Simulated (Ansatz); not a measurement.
BeO under a change: pressure −1 GPa

The reference is BeO in the wurtzite structure (space group P6_3mc, No. 186; a = 2.690 Å, c = 4.370 Å).

Modification: a negative pressure, −1 GPa.

Computed with r2SCAN/PAW in Ansatz (a program for electronic structure), spin-orbit coupling left out. Settings: 14×14×8 k-points, 0.05 eV Fermi–Dirac smearing.

The volume per atom rises by 0.03 Å³, from 6.85 Å³ to 6.88 Å³ and the lattice parameter a goes up by 0.0040 Å (2.690 Å → 2.695 Å). The c/a ratio remains 1.624 and the shortest interatomic distance grows by 0.002 Å to 1.645 Å. The enthalpy H = E + PV relative to the base's energy amounts to -0.04 eV/atom and the band gap decreases by 0.05 eV (8.55 eV → 8.50 eV). The gap character stays direct at Γ and the electron mass changes from 0.53 mₑ along c, 0.61 mₑ across (at Γ) to 0.53 mₑ along c, 0.60 mₑ across (at Γ). The valence-band top at Γ (three highest levels, from the VBM) stays 0.00, -0.04, -0.04 eV.

Final structure:

```yaml
crystal:
  lattice:
    - [2.69450, 0.00000, 0.00000]
    - [-1.34725, 2.33351, 0.00000]
    - [0.00000, 0.00000, 4.37639]
  atoms:
    - { symbol: Be, position: [0.66667, 0.33333, 0.00145] }
    - { symbol: Be, position: [0.33333, 0.66667, 0.50145] }
    - { symbol: O, position: [0.66667, 0.33333, 0.62375] }
    - { symbol: O, position: [0.33333, 0.66667, 0.12375] }
```

Cost of the whole job for the changed cell (relaxation, final SCF and bands): around 30 core-seconds (rough).

Load acts through the strain it causes; cell and atoms are relaxed under it. Masses are band curvatures over ±0.01 Å⁻¹ around the edge. No phonon test of stability was made.
